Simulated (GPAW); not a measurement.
# MgSi: relaxation of cell and atoms with BLYP

The system is MgSi.

```
Si Mg
1.0
     2.90839    0.00000    0.00000
     0.00000    2.90839    0.00000
     0.00000    0.00000    4.10343
Si Mg
1 1
Direct
  0.50000 0.50000 0.50000
  0.00000 0.00000 0.00000
```

The cell comes from a database or a generator and needn't be the stable form of this composition.

- Program: GPAW 26.7.0
- Task: relaxation of cell and atoms
- Functional: BLYP
- Potentials or basis: PAW data sets generated in the run's folder for this functional
- Cutoff: 800 eV
- Basis: pw
- k mesh: 9 × 9 × 7
- Occupations: fermi-dirac, width 0.05 eV
- Spin: no spin polarisation
- Eigensolver: davidson
- Maxiter: 150
- Optimizer: BFGS
- Fmax: 0.02 eV/Å
- Max steps: 60
- Convergence: density=1e-05 forces=0.0001

The relaxed volume is 18.54 Å³/atom. The relaxed cell is a = 3.066 Å, b = 3.066 Å, c = 3.944 Å, α = 90.00°, β = 90.00°, γ = 90.00° and the space group after relaxing (to 0.05 Å) is P4/mmm (No. 123). The energy gained by relaxing is 40.0 meV/atom, the ionic steps are 7 and the pressure after relaxing is 0.0 GPa. The band gap on the k mesh is none (metal or under the smearing width).

Stress tensor (GPa, compression positive):
```
 0.08  0.00  0.00
 0.00  0.08  0.00
 0.00  0.00 -0.10
```

Step by step:
| step | energy change (eV) | largest force (eV/Å) | pressure (GPa) | volume (Å³) |
| --- | --- | --- | --- | --- |
| 1 | 0.0000 | 0.0000 | 3.16 | 34.71 |
| 2 | -0.0119 | 0.0000 | 2.72 | 34.97 |
| 3 | -0.0710 | 0.0000 | -0.47 | 37.24 |
| 4 | -0.0762 | 0.0000 | -1.21 | 37.96 |
| 5 | -0.0773 | 0.0000 | -0.97 | 37.76 |
| 6 | -0.0797 | 0.0000 | -0.08 | 37.13 |
| 7 | -0.0799 | 0.0000 | 0.02 | 37.09 |

Final structure:
```cif
data_structure
_symmetry_space_group_name_H-M 'P 1'
_symmetry_Int_Tables_number 1
_cell_length_a 3.0665
_cell_length_b 3.0665
_cell_length_c 3.9442
_cell_angle_alpha 90.000
_cell_angle_beta 90.000
_cell_angle_gamma 90.000
_cell_volume 37.09
loop_
_atom_site_label
_atom_site_type_symbol
_atom_site_fract_x
_atom_site_fract_y
_atom_site_fract_z
_atom_site_occupancy
Si1 Si 0.50000 0.50000 0.50000 1
Mg1 Mg 0.00000 0.00000 0.00000 1
```

Levels at points of the mesh, in eV from the Fermi level:
| k point | band 4 | band 5 | band 6 | band 7 | band 8 | band 9 | band 10 | band 11 |
| --- | --- | --- | --- | --- | --- | --- | --- | --- |
| (0.00, 0.00, 0.00) | -43.52 | -10.54 | -1.66 | 0.46 | 3.39 | 3.39 | 5.19 | 7.07 |

It took 2.5 min on 1 thread of Arm Neoverse V1 (shared host), peak memory 0.31 GiB.

Caveat: later steps reuse the first step's grids.
